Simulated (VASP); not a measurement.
# TiO2 (Rutile) (P4_2/mnm) in VASP: notebook

The runs below take TiO2 (Rutile) through dielectric tensor, band structure, with PBE, LDA, r2SCAN.

Program: VASP 6.6.1. These are calculated values, not measurements. Logs are shortened: lines on timing, memory, paths and dates and some standing lists are left out, and cuts for length are marked.

**What was measured.**

“Shallow Valence Band of Rutile GeO2 and P-type Doping”, 2020, arxiv:2011.08928 quotes, for a bulk crystal of TiO2 at 1.6 K: band gap 3.03 eV (direct).

The results are compared with them further down.

## (1) The structure

It takes space group P4_2/mnm (No. 136, tetragonal). The conventional cell has a = 4.644 Å, b = 4.644 Å, c = 2.967 Å, α = 90.00°, β = 90.00°, γ = 90.00°. Around Ti (site symmetry mmm) lie 6 O at 1.96 to 2.00 Å. O (site symmetry m2m) has 3 Ti at 1.96 to 2.00 Å as nearest neighbours.

## (2) Dielectric tensor, PBE

INCAR reads:

```
SYSTEM = TiO2
ALGO = Normal
EDIFF = 1E-8
ENCUT = 600
GGA = PE
ISIF = 2
ISMEAR = 0
KPAR = 2
LASPH = .True.
LCHARG = .False.
LEPSILON = .True.
LREAL = .False.
LWAVE = .False.
NELM = 80
PREC = Accurate
SIGMA = 0.03
```

KPOINTS reads:

```
k-points
0
Monkhorst
  8 8 12
  0 0 0
```

POSCAR reads:

```
TiO2                                    
1.0
    4.6444433259      0.0000000000      0.0000000000
   -0.0000000000      4.6444433259      0.0000000000
    0.0000000000      0.0000000000      2.9670187836
  Ti              O             
     2     4
Direct
     1.0000000000000000    1.0000000000000000    1.0000000000000000
     0.5000000000000000    0.5000000000000000    0.5000000000000000
     0.3049848506199473    0.3049848506199473    1.0000000000000000
     0.1950151493800526    0.8049848506199474    0.5000000000000000
     0.6950151493800526    0.6950151493800526    0.0000000000000000
     0.8049848506199474    0.1950151493800526    0.5000000000000000
```

Potentials or basis: VASP PAW PBE potentials, release 64 (Ti_sv, O).

On the command line:

```console
> cat potpaw_PBE.64/Ti_sv/POTCAR potpaw_PBE.64/O/POTCAR > POTCAR
> mpirun -np 2 vasp_std > vasp.out
```

OUTCAR:

```text
SYSTEM = TiO2
   EDIFF = 1E-8
   ENCUT = 600
   GGA = PE
   ISIF = 2
   ISMEAR = 0
   LASPH = .True.
   LEPSILON = .True.
   LREAL = .False.
   NELM = 80
   PREC = Accurate

 ion  position               nearest neighbor table
   1  0.000  0.000  0.000-   4 1.96   6 1.96   4 1.96   6 1.96   5 2.00   3 2.00
   2  0.500  0.500  0.500-   3 1.96   5 1.96   3 1.96   5 1.96   4 2.00   6 2.00
   3  0.305  0.305  0.000-   2 1.96   2 1.96   1 2.00
   4  0.195  0.805  0.500-   1 1.96   1 1.96   2 2.00
   5  0.695  0.695  0.000-   2 1.96   2 1.96   1 2.00
   6  0.805  0.195  0.500-   1 1.96   1 1.96   2 2.00

  LATTYP: Found a simple tetragonal cell.
 ALAT       =     4.6444433259
 C/A-ratio  =     0.6388319494

  Lattice vectors:

 A1 = (   4.6444433259,   0.0000000000,   0.0000000000)
 A2 = (   0.0000000000,   4.6444433259,   0.0000000000)
 A3 = (   0.0000000000,   0.0000000000,   2.9670187836)

Analysis of symmetry for initial positions (statically):
=====================================================================
 Subroutine PRICEL returns:
 Original cell was already a primitive cell.

 Routine SETGRP: Setting up the symmetry group for a
 simple tetragonal supercell.

 Subroutine GETGRP returns: Found 16 space group operations
 (whereof  8 operations were pure point group operations)
 out of a pool of 16 trial point group operations.

The static configuration has the point symmetry D_2h.
 The point group associated with its full space group is D_4h.

Analysis of symmetry for dynamics (positions and initial velocities):
=====================================================================
 Subroutine PRICEL returns:
 Original cell was already a primitive cell.

 Routine SETGRP: Setting up the symmetry group for a
 simple tetragonal supercell.

 Subroutine GETGRP returns: Found 16 space group operations
 (whereof  8 operations were pure point group operations)
 out of a pool of 16 trial point group operations.

The dynamic configuration has the point symmetry D_2h.
 The point group associated with its full space group is D_4h.

 Subroutine INISYM returns: Found 16 space group operations
 (whereof  8 operations are pure point group operations),
 and found     1 'primitive' translations

----------------------------------------------------------------------------------------

                                     Primitive cell

  volume of cell :      64.0011

  direct lattice vectors                    reciprocal lattice vectors
     4.644443326  0.000000000  0.000000000     0.215311057  0.000000000  0.000000000
     0.000000000  4.644443326  0.000000000     0.000000000  0.215311057  0.000000000
     0.000000000  0.000000000  2.967018784     0.000000000  0.000000000  0.337038648

  length of vectors
     4.644443326  4.644443326  2.967018784     0.215311057  0.215311057  0.337038648

  position of ions in fractional coordinates (direct lattice)
     0.000000000  0.000000000  0.000000000
     0.500000000  0.500000000  0.500000000
     0.304984851  0.304984851  0.000000000
     0.195015149  0.804984851  0.500000000
     0.695015149  0.695015149  0.000000000
     0.804984851  0.195015149  0.500000000

  ion indices of the primitive-cell ions
   primitive index   ion index
                 1           1
                 2           2
                 3           3
                 4           4
                 5           5
                 6           6

----------------------------------------------------------------------------------------

 KPOINTS: k-points

Automatic generation of k-mesh.
 Grid dimensions read from file:
 generate k-points for:    8    8   12

 Generating k-lattice:

  Cartesian coordinates                     Fractional coordinates (reciprocal lattice)
     0.026913882  0.000000000  0.000000000     0.125000000  0.000000000  0.000000000
     0.000000000  0.026913882  0.000000000     0.000000000  0.125000000  0.000000000
     0.000000000  0.000000000  0.028086554     0.000000000  0.000000000  0.083333333

  Length of vectors
     0.026913882  0.026913882  0.028086554

  Shift w.r.t. Gamma in fractional coordinates (k-lattice)
     0.500000000  0.500000000  0.500000000

 Subroutine IBZKPT returns following result:
 ===========================================

 Found     60 irreducible k-points:

 Following reciprocal coordinates:
            Coordinates               Weight
  0.062500  0.062500  0.041667      8.000000
  0.187500  0.062500  0.041667     16.000000
  0.312500  0.062500  0.041667     16.000000
[... 53 lines left out ...]
   EMIN   =  10.00;   EMAX   =-10.00  energy-range for DOS
   EFERMI =   0.00;   METHOD = LEGACY
   ISMEAR =     0;   SIGMA  =   0.03  broadening in eV -4-tet -1-fermi 0-gaus
   EFERMI_NEDOS =   21; number of points for ismear=-14 and -15
   IALGO  =     38    algorithm
   IMIX   =      4    mixing-type and parameters
     AMIX     =   0.40;   BMIX     =  1.00
     AMIX_MAG =   1.60;   BMIX_MAG =  1.00
  volume/ion in A,a.u.               =      10.67        71.98
  Fermi-wavevector in a.u.,A,eV,Ry     =   1.487394  2.810767 30.100727  2.212341
  Thomas-Fermi vector in A             =   2.600560
   LORBIT       =      0    0 simple, 1 ext, 2 COOP (PROOUT), +10 PAW based schemes
   GGA     = PE    functional components
   LHFCALC =     F    Hartree Fock is set to
   AEXX    =    0.0000 exact exchange contribution
   IVDW    =     0    specifies the selected vdW correction
   LEPSILON=     T    determine dielectric tensor
   LRPA    =     F    only Hartree local field effects (RPA)
 non-spin polarized calculation
 Gauss-broadening in eV      SIGMA  =   0.03
  energy-cutoff  :      600.00
  volume of cell :       64.00
 maximum number of plane-waves:      2154
 NGX is ok and might be reduce to    40
   NGX = 19   NGY = 19   NGZ = 11

--------------------------------------- Ionic step        1  -------------------------------------------

 number of electron      47.9999980 magnetization

 E-fermi :   4.7303     XC(G=0): -11.2770

 val. band max:        4.5360473653   @ k =   0.0625   0.0625   0.0417
 cond. band min:       6.4616226252   @ k =   0.4375   0.4375   0.0417
 fundamental gap:      1.9255752598
 Fermi energy:         4.7303055752

 k-point     1 :       0.0625    0.0625    0.0417
  band No.  band energies     occupation
      1     -52.4056      2.00000
      2     -52.3916      2.00000
      3     -28.6904      2.00000
      4     -28.6851      2.00000
      5     -28.5483      2.00000
      6     -28.5426      2.00000
[... 733 lines left out ...]
     27       7.5400      0.00000
     28       7.6431      0.00000

 [... further k-points ...]

  FORCE on cell =-STRESS in cart. coord.  units (eV):
  Direction    XX          YY          ZZ          XY          YZ          ZX
  --------------------------------------------------------------------------------------
  -------------------------------------------------------------------------------------
  Total        0.0013910      0.0013910     -0.0036726      0.0000000      0.0000000      0.0000000
  in kB        0.0348225      0.0348225     -0.0919391      0.0000000      0.0000000      0.0000000
  external PRESSURE =      -0.0074313 kB  Pullay stress =       0.0000000 kB

 VOLUME and BASIS-vectors are now :
 -----------------------------------------------------------------------------
  energy-cutoff  :      600.00
  volume of cell :       64.00
      direct lattice vectors                 reciprocal lattice vectors
     4.644443326  0.000000000  0.000000000     0.215311057  0.000000000  0.000000000
     0.000000000  4.644443326  0.000000000     0.000000000  0.215311057  0.000000000
     0.000000000  0.000000000  2.967018784     0.000000000  0.000000000  0.337038648

 POSITION                                       TOTAL-FORCE (eV/Angst)
 -----------------------------------------------------------------------------------
      0.00000      0.00000      0.00000         0.000000      0.000000      0.000000
      2.32222      2.32222      1.48351         0.000000      0.000000      0.000000
      1.41648      1.41648      0.00000        -0.000504     -0.000504      0.000000
      0.90574      3.73871      1.48351         0.000504     -0.000504      0.000000
      3.22796      3.22796      0.00000         0.000504      0.000504     -0.000000
      3.73871      0.90574      1.48351        -0.000504      0.000504     -0.000000
 -----------------------------------------------------------------------------------
    total drift:                               -0.000000     -0.000000      0.000000

  FREE ENERGIE OF THE ION-ELECTRON SYSTEM (eV)
  ---------------------------------------------------
  free  energy   TOTEN  =       -53.6850966853 eV

  energy  without entropy=      -53.6850966853  energy(sigma->0) =      -53.68509669

 HEAD OF MICROSCOPIC STATIC DIELECTRIC TENSOR (INDEPENDENT PARTICLE, excluding Hartree and local field effects)
 ------------------------------------------------------
           7.616457     0.000000     0.000000
           0.000000     7.616457     0.000000
           0.000000     0.000000     9.089384
 ------------------------------------------------------

 Free energy of the ion-electron system (eV)
  ---------------------------------------------------
  ---------------------------------------------------
  free energy    TOTEN  =        -1.18619147 eV

  energy without entropy =       -1.18619147

------------------------ aborting loop because EDIFF is reached ----------------------------------------

--------------------------------------- Ionic step        2  -------------------------------------------

------------------------ aborting loop because EDIFF is reached ----------------------------------------

--------------------------------------- Ionic step        3  -------------------------------------------

 Free energy of the ion-electron system (eV)
  ---------------------------------------------------
  ---------------------------------------------------
  free energy    TOTEN  =        -1.48066446 eV

  energy without entropy =       -1.48066446

------------------------ aborting loop because EDIFF is reached ----------------------------------------

 PIEZOELECTRIC TENSOR FIELD DIRECTION 3  (e Angst)
 -----------------------------------------------------------------------------
     0.00025  0.00000  0.00000           (  0.00022  0.00000  0.00000)
     0.00000  0.00025  0.00000           (  0.00000  0.00022  0.00000)
     0.00000  0.00000 -0.00219           (  0.00000  0.00000 -0.00046)

 PIEZOELECTRIC TENSOR FIELD DIRECTION 3  (C/m^2)
 -----------------------------------------------------------------------------
     0.00006  0.00000  0.00000
     0.00000  0.00006  0.00000
     0.00000  0.00000 -0.00055

 MACROSCOPIC STATIC DIELECTRIC TENSOR (including local field effects in DFT)
 ------------------------------------------------------
           7.390498    -0.000000     0.000000
          -0.000000     7.390498     0.000000
           0.000000     0.000000     8.976279
 ------------------------------------------------------

 PIEZOELECTRIC TENSOR (including local field effects)  for field in x, y, z        (e  Angst)
          XX          YY          ZZ          XY          YZ          ZX
  --------------------------------------------------------------------------------
  x     0.00000     0.00000     0.00000     0.00000     0.00000     0.00000
  y     0.00000     0.00000     0.00000     0.00000     0.00000     0.00000
  z     0.00000     0.00000     0.00000     0.00000     0.00000     0.00000

 PIEZOELECTRIC TENSOR (including local field effects)  for field in x, y, z        (C/m^2)
          XX          YY          ZZ          XY          YZ          ZX
  --------------------------------------------------------------------------------
  x     0.00000     0.00000     0.00000     0.00000     0.00000     0.00000
  y     0.00000     0.00000     0.00000     0.00000     0.00000     0.00000
  z     0.00000     0.00000     0.00000     0.00000     0.00000     0.00000

 BORN EFFECTIVE CHARGES (including local field effects) (in |e|, cummulative output)
 ---------------------------------------------------------------------------------
 ion    1
    1     6.24553     1.02789     0.00000
    2     1.02789     6.24553     0.00000
    3     0.00000     0.00000     7.76906
 ion    2
    1     6.24553    -1.02789     0.00000
    2    -1.02789     6.24553     0.00000
    3     0.00000     0.00000     7.76906
 ion    3
    1    -3.12276    -1.78509     0.00000
    2    -1.78509    -3.12276     0.00000
    3     0.00000     0.00000    -3.88453
 ion    4
    1    -3.12276     1.78509     0.00000
    2     1.78509    -3.12276     0.00000
    3     0.00000     0.00000    -3.88453
 ion    5
    1    -3.12276    -1.78509     0.00000
    2    -1.78509    -3.12276     0.00000
    3     0.00000     0.00000    -3.88453
 ion    6
    1    -3.12276     1.78509     0.00000
    2     1.78509    -3.12276     0.00000
    3     0.00000     0.00000    -3.88453
```

Run time: 31 min. Hardware: 2 MPI ranks of AMD EPYC 7R13 (Zen 3), shared host; peak memory 0.56 GiB.

Results:

```yaml
Electronic_dielectric_tensor_diagonal: 7.39, 7.39, 8.98
Born_charges_mean_of_the_diagonal: Ti +6.75; O -3.38 e
```

Levels at points of the mesh, in eV from the valence-band top:
| k point | band 20 | band 21 | band 22 | band 23 | band 24 | band 25 | band 26 | band 27 | band 28 |
| --- | --- | --- | --- | --- | --- | --- | --- | --- | --- |
| (0.06, 0.06, 0.04) | -1.92 | -0.79 | -0.57 | -0.49 | 0.00 | 1.93 | 2.23 | 2.43 | 2.53 |

Electronic dielectric tensor:
```
7.39 0.00 0.00
0.00 7.39 0.00
0.00 0.00 8.98
```

Born effective charge tensors (e):
atom 1, Ti
```
6.25 1.03 0.00
1.03 6.25 0.00
0.00 0.00 7.77
```
atom 2, Ti
```
 6.25 -1.03  0.00
-1.03  6.25  0.00
 0.00  0.00  7.77
```
atom 3, O
```
-3.12 -1.79  0.00
-1.79 -3.12  0.00
 0.00  0.00 -3.88
```
atom 4, O
```
-3.12  1.79  0.00
 1.79 -3.12  0.00
 0.00  0.00 -3.88
```
atom 5, O
```
-3.12 -1.79  0.00
-1.79 -3.12  0.00
 0.00  0.00 -3.88
```
atom 6, O
```
-3.12  1.79  0.00
 1.79 -3.12  0.00
 0.00  0.00 -3.88
```

## (3) Band structure, PBE

This run uses another cell than the first one, of 10.34 Å³/atom, 0.970 times its volume.

INCAR reads:

```
ALGO = Normal
EDIFF = 1E-7
ENCUT = 520
GGA = PE
ISIF = 2
ISMEAR = 0
KPAR = 2
LASPH = True
LCHARG = False
LMAXMIX = 4
LREAL = False
LWAVE = False
NBANDS = 33
NELM = 80
PREC = Accurate
SIGMA = 0.03
```

KPOINTS reads:

```
k-points
0
Gamma
  6 6 10
```

POSCAR reads:

```
TiO2                                    
1.0
    4.5927071378      0.0000000000      0.0000000000
    0.0000000000      4.5927071378      0.0000000000
    0.0000000000      0.0000000000      2.9417409249
  Ti              O             
     2     4
Direct
     0.0000000000000000    0.0000000000000000    0.0000000000000000
     0.5000000000000000    0.5000000000000000    0.5000000000000000
     0.3043249358208021    0.3043249358208021    1.0000000000000000
     0.1956750641791979    0.8043249358208020    0.5000000000000000
     0.6956750641791980    0.6956750641791980    0.0000000000000000
     0.8043249358208020    0.1956750641791979    0.5000000000000000
```

KPOINTS_OPT reads:

```
explicit points
258
Reciprocal
 0.0000000000  0.0000000000  0.0000000000 1
 0.0000000000  0.0263157895  0.0000000000 1
 0.0000000000  0.0526315789  0.0000000000 1
 0.0000000000  0.0789473684  0.0000000000 1
 0.0000000000  0.1052631579  0.0000000000 1
 0.0000000000  0.1315789474  0.0000000000 1
[... 250 lines left out ...]
 0.0000000000  0.0000000000  0.5164739700 1
 0.0000000000  0.0000000000  0.4835260300 1
```

Potentials or basis: VASP PAW PBE potentials, release 64 (Ti_sv, O).

On the command line:

```console
> cat potpaw_PBE.64/Ti_sv/POTCAR potpaw_PBE.64/O/POTCAR > POTCAR
> mpirun -np 2 vasp_std > vasp.out
```

Wall time 4.5 min (2 MPI ranks of Intel Xeon Platinum 8488C (Sapphire Rapids), shared host); peak memory 0.27 GiB.

The run converged. Its results:

```
Free energy             : -53.6294 eV
Pressure                : 7.4 GPa
Largest force           : 0.071 eV/Å
Band gap on the k mesh  : 1.87 eV, direct
Band gap along the path : 1.87 eV, direct
```

Forces on the atoms (eV/Å):
```
Ti   0.000  0.000  0.000
Ti   0.000  0.000  0.000
O   -0.050 -0.050  0.000
O    0.050 -0.050  0.000
O    0.050  0.050  0.000
O   -0.050  0.050  0.000
```

Stress tensor (GPa, compression positive):
```
6.97 0.00 0.00
0.00 6.97 0.00
0.00 0.00 8.22
```

Levels at the corners of the path, in eV from the valence-band top:
```csv
point,band 21,band 22,band 23,band 24,band 25,band 26,band 27,band 28
Γ,-0.69,-0.45,-0.45,0.00,1.87,2.16,2.43,2.53
X,-1.62,-1.62,-0.75,-0.75,2.54,2.54,3.05,3.05
X,-1.62,-1.62,-0.75,-0.75,2.54,2.54,3.05,3.05
M,-1.29,-1.29,-1.08,-1.08,1.90,1.90,2.55,2.55
M,-1.29,-1.29,-1.08,-1.08,1.90,1.90,2.55,2.55
Γ,-0.69,-0.45,-0.45,0.00,1.87,2.16,2.43,2.53
Γ,-0.69,-0.45,-0.45,0.00,1.87,2.16,2.43,2.53
Z,-2.38,-2.38,-1.43,-1.43,2.99,2.99,3.24,3.24
Z,-2.38,-2.38,-1.43,-1.43,2.99,2.99,3.24,3.24
R,-2.05,-2.05,-1.04,-1.04,1.92,1.92,3.26,3.26
R,-2.05,-2.05,-1.04,-1.04,1.92,1.92,3.26,3.26
A,-1.29,-1.29,-0.67,-0.67,2.61,2.61,3.23,3.23
A,-1.29,-1.29,-0.67,-0.67,2.61,2.61,3.23,3.23
Z,-2.38,-2.38,-1.43,-1.43,2.99,2.99,3.24,3.24
X,-1.62,-1.62,-0.75,-0.75,2.54,2.54,3.05,3.05
R,-2.05,-2.05,-1.04,-1.04,1.92,1.92,3.26,3.26
M,-1.29,-1.29,-1.08,-1.08,1.90,1.90,2.55,2.55
A,-1.29,-1.29,-0.67,-0.67,2.61,2.61,3.23,3.23
```

(Part 1 of 2 ends here.)
